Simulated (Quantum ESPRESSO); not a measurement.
**TiC: zone-centre phonons under several settings**

```
Ti C
1.0
     0.00000    2.16572    2.16572
     2.16572    0.00000    2.16572
     2.16572    2.16572    0.00000
Ti C
1 1
Direct
  0.00000 0.00000 0.00000
  0.50000 0.50000 0.50000
```

The cell is a database's computed one.

All runs used Quantum ESPRESSO 7.5; k mesh 11 × 11 × 11; given cell, atoms relaxed; no spin polarisation; occupations cold, width 0.2 eV.

| level | potentials | cutoff (eV) | pressure (GPa) | lowest optical mode without the field (cm⁻¹) |
| --- | --- | --- | --- | --- |
| PBE | GBRV 1.5 PBE | 612 | 0.2 | 508 |
| PBE | JTH 2.0 PBE | 707 | 0.9 | 505 |
| PBE | SSSP 1.3 efficiency PBE | 748 | 0.2 | 508 |
| PBE | PseudoDojo 0.4.1 SR PBE standard | 1143 | 0.3 | 508 |
| PBE | PseudoDojo 0.4 SR PBE stringent | 1143 | 0.3 | 508 |
| PBE | Ansatz NC SR PBE | 1156 | 0.2 | 509 |
| PBE | SG15 PBE 1.2 | 1197 | ? | ? |

Question: What stands in the row left open?

Answer: Pressure 0.4 GPa; lowest optical mode without the field 510 cm⁻¹.

Caveats: before the sum rule the acoustic modes lie tens of cm⁻¹ from zero, a sign that the density grid also shifts the optical modes (some runs).

For the row left open. Caveat: before the sum rule the acoustic modes lie tens of cm⁻¹ from zero, a sign that the density grid also shifts the optical modes.
